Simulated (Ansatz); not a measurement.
Band table of Ca (sc type)

```xyz
1
Lattice="2.5951 0.0000 0.0000 0.0000 2.5951 0.0000 0.0000 0.0000 2.5951" Properties=species:S:1:pos:R:3 pbc="T T T"
Ca    0.0000    0.0000    0.0000
```

The cell comes from a relaxation on PAW files under the same functional, begun from a prototype that needn't be the stable phase.

All numbers are PBE results (scalar-relativistic) from Ansatz 0.2.0, with a Γ-centred 12×12×12 k mesh, Fermi–Dirac smearing of 0.1 eV, no spin polarisation. Methods: LAPW: all electrons, basis error target 1 meV/atom.

This run: volume at 0.4 of the series' base cell.

Path points, in fractions of the reciprocal vectors: Γ (0.000, 0.000, 0.000), X (0.000, 0.500, 0.000), M (0.500, 0.500, 0.000), R (0.500, 0.500, 0.500). The distance column jumps between branches of the path. Levels in eV from the Fermi level; bands 5 to 10, counted from the lowest band of the run. The gap is zero, the pressure 45.6 GPa.

```
# k(1/Å) point b5 b6 b7 b8 b9 b10
0.000 Γ -21.09 -21.09 -21.09 -4.12 0.03 0.03
0.151 - -21.21 -21.08 -21.08 -3.99 0.06 0.16
0.303 - -21.52 -21.05 -21.05 -3.62 0.18 0.55
0.454 - -21.97 -21.01 -21.01 -3.09 0.35 1.13
0.605 - -22.48 -20.96 -20.96 -2.44 0.57 1.74
0.757 - -22.96 -20.91 -20.91 -1.71 0.80 2.15
0.908 - -23.34 -20.87 -20.87 -0.95 1.01 2.19
1.059 - -23.60 -20.84 -20.84 -0.22 1.16 1.88
1.211 X -23.69 -20.83 -20.83 0.17 1.22 1.61
1.362 - -23.67 -20.93 -20.82 0.31 1.31 1.34
1.513 - -23.61 -21.21 -20.80 0.61 0.65 1.78
1.665 - -23.53 -21.62 -20.76 -0.24 1.01 2.63
1.816 - -23.44 -22.07 -20.72 -1.08 1.35 3.78
1.967 - -23.34 -22.51 -20.67 -1.82 1.67 5.08
2.118 - -23.25 -22.86 -20.63 -2.39 1.97 5.33
2.270 - -23.20 -23.10 -20.61 -2.75 2.17 5.43
2.421 M -23.18 -23.18 -20.60 -2.87 2.25 5.47
2.635 - -23.12 -23.11 -20.62 -2.63 2.10 5.50
2.849 - -22.97 -22.91 -20.67 -1.99 1.69 5.60
3.063 - -22.70 -22.60 -20.75 -1.31 1.24 4.54
3.277 - -22.34 -22.22 -20.84 -1.39 1.17 3.15
3.491 - -21.92 -21.81 -20.94 -2.22 0.96 1.90
3.705 - -21.51 -21.44 -21.02 -3.16 0.51 0.90
3.919 - -21.21 -21.18 -21.07 -3.86 0.15 0.25
4.133 Γ -21.09 -21.09 -21.09 -4.12 0.03 0.03
4.395 - -21.21 -21.17 -21.17 -3.73 0.29 0.29
4.657 - -21.50 -21.40 -21.40 -2.72 1.04 1.04
4.919 - -21.86 -21.71 -21.71 -1.53 2.11 2.11
5.182 - -22.20 -22.04 -22.04 -0.88 2.68 2.68
5.444 - -22.46 -22.34 -22.34 -0.84 1.62 1.62
5.706 - -22.63 -22.56 -22.56 -0.85 0.47 0.47
5.968 - -22.72 -22.70 -22.70 -0.69 -0.30 -0.30
6.230 R -22.75 -22.75 -22.75 -0.56 -0.56 -0.56
6.444 - -22.79 -22.70 -22.69 -0.69 -0.43 -0.30
6.658 - -22.88 -22.54 -22.50 -0.94 -0.03 0.44
6.872 - -23.03 -22.29 -22.22 -1.06 0.61 1.53
7.086 - -23.21 -21.95 -21.86 -0.93 1.47 2.52
7.300 - -23.39 -21.56 -21.49 -0.48 2.33 2.47
7.514 - -23.55 -21.20 -21.15 0.24 1.30 2.13
7.728 - -23.65 -20.93 -20.92 0.47 1.10 1.45
7.942 X -23.69 -20.83 -20.83 0.17 1.22 1.61
9.654 R -22.75 -22.75 -22.75 -0.56 -0.56 -0.56
9.805 - -22.77 -22.77 -22.68 -0.69 -0.43 -0.43
9.957 - -22.82 -22.82 -22.46 -1.04 -0.04 -0.04
10.108 - -22.89 -22.89 -22.13 -1.48 0.59 0.59
10.259 - -22.97 -22.97 -21.73 -1.93 1.44 1.44
10.410 - -23.05 -23.05 -21.31 -2.32 2.47 2.47
10.562 - -23.12 -23.12 -20.95 -2.62 3.13 3.63
10.713 - -23.16 -23.16 -20.69 -2.81 2.47 4.79
10.864 M -23.18 -23.18 -20.60 -2.87 2.25 5.47
```
